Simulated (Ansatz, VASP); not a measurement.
**One calculation of WS2 (Tungstenite), two programs**

```xyz
6
Lattice="3.1800 0.0000 0.0000 -1.5900 2.7540 0.0000 0.0000 0.0000 12.5000" Properties=species:S:1:pos:R:3 pbc="T T T"
W     1.5900    0.9180    9.3750
W     0.0000    1.8360    3.1250
S     1.5900    0.9180    4.6875
S     0.0000    1.8360   10.9375
S     1.5900    0.9180    1.5625
S     0.0000    1.8360    7.8125
```

Alike in both runs: task single point; functional PBE; k mesh 10 × 10 × 3; occupations gaussian, width 0.015 eV; no spin polarisation.

|  | VASP | Ansatz |
| --- | --- | --- |
| version | VASP 6.6.1 | Ansatz 0.2.0 |
| potentials or method | VASP PAW PBE potentials, release 64 (W_sv, S) | Ansatz PAW |
| plane-wave cutoff (eV) | 520 | 420 |
| valence electrons in the cell | 52 | 52 |

|  | VASP | Ansatz | Ansatz less VASP |
| --- | --- | --- | --- |
| gap on the k mesh at the Fermi level (eV) | 1.14 | 1.12 | -0.016 |
| least direct gap on the mesh (eV) | 2.09 | 2.09 | -0.002 |
| pressure (GPa) | 2.2 | 2.3 | +0.04 |
| largest component of the traceless stress (GPa) | 1.22 | 1.23 | +0.001 |
| rms of the force components (eV/Å) | 0.062 | 0.061 | -0.0013 |

Atom by atom the forces differ by 0.001 eV/Å (rms over components).

Caveats: spin-orbit coupling is left out, which moves the levels of the heavy elements; this functional lacks dispersion, which binds the layers, so the pressure and a relaxed spacing across them are unreliable; an odd mesh through Γ misses points on the zone boundary, where band edges often lie (VASP); odd divisions of the mesh miss points on the zone boundary, where band edges often lie, so the gap on the mesh can be too wide (Ansatz).
